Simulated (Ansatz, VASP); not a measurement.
# Bi: VASP beside Ansatz

File INCAR:

```
SYSTEM = Bi
ALGO = Normal
EDIFF = 1E-6
EDIFFG = -0.01
ENCUT = 600
GGA = PE
GGA_COMPAT = .FALSE.
IBRION = 2
ISIF = 3
ISMEAR = -1
LASPH = .TRUE.
LCHARG = .FALSE.
LNONCOLLINEAR = .TRUE.
LORBIT = 11
LORBMOM = .TRUE.
LREAL = .FALSE.
LSORBIT = .TRUE.
LWAVE = .FALSE.
MAGMOM = 0 0 0
NELM = 150
NSW = 60
PREC = Accurate
SIGMA = 0.05
```

The input KPOINTS:

```
k-points
0
G
  9 9 9
  0 0 0
```

Contents of POSCAR:

```
Bi
1.0
   -1.9814305318      1.9814305318      1.9814305318
    1.9814305318     -1.9814305318      1.9814305318
    1.9814305318      1.9814305318     -1.9814305318
Bi
1
Direct
    0.0000000000      0.0000000000      0.0000000000
```

File input.yaml:

```yaml
crystal:
  lattice:
    - [-1.9814305318, 1.9814305318, 1.9814305318]
    - [1.9814305318, -1.9814305318, 1.9814305318]
    - [1.9814305318, 1.9814305318, -1.9814305318]
  atoms:
    - { symbol: Bi, position: [0.0, 0.0, 0.0] }
hamiltonian:
  xc: pbe
  pseudopotentials: { kind: paw_fr }
kpoints:
  mp_grid: { grid: [9, 9, 9] }
scf:
  occupations: { method: fermi_dirac, width: 0.05 }
output:
  forces: true
  stress: true
  write_density: true
  write_potential: true
  elf: true
  volumetric_format: npy
relax:
  f_tol: 0.01
  max_steps: 40
  cell: { stress_tol: 0.05 }
magnetization:
  noncollinear: true
  spin_orbit: true
```

This isn't the form of Bi at room conditions, which is rhombohedral.

Alike in both runs: task relaxation of cell and atoms; functional PBE; k mesh 9 × 9 × 9; occupations fermi-dirac, width 0.05 eV; non-collinear spin, spin-orbit coupling.

|  | VASP | Ansatz |
| --- | --- | --- |
| version | VASP 6.6.1 | Ansatz 0.2.0 |
| potentials or method | VASP PAW PBE potentials, release 64 (Bi_d) | Ansatz PAW |
| plane-wave cutoff (eV) | 600 | 420 |
| valence electrons in the cell | 15 | 15 |

```csv
,VASP,Ansatz,Ansatz less VASP
"gap on the k mesh at the Fermi level, each at its own relaxed structure (eV)",none,none,-
net moment per atom (μB),0.00,0.00,0.000
relaxed volume (Å³/atom),32.43,32.54,+0.111
relaxed cell length with the largest relative difference (Å),3.480,3.483,+0.0040
energy change over the relaxation (meV/atom),-9,-9,-0.9
```

A gap of «none» marks a metal or a gap that the smearing closes.

Caveats: the plane-wave basis is chosen anew once the cell has moved, so the energies of steps on either side of that aren't comparable (Ansatz).
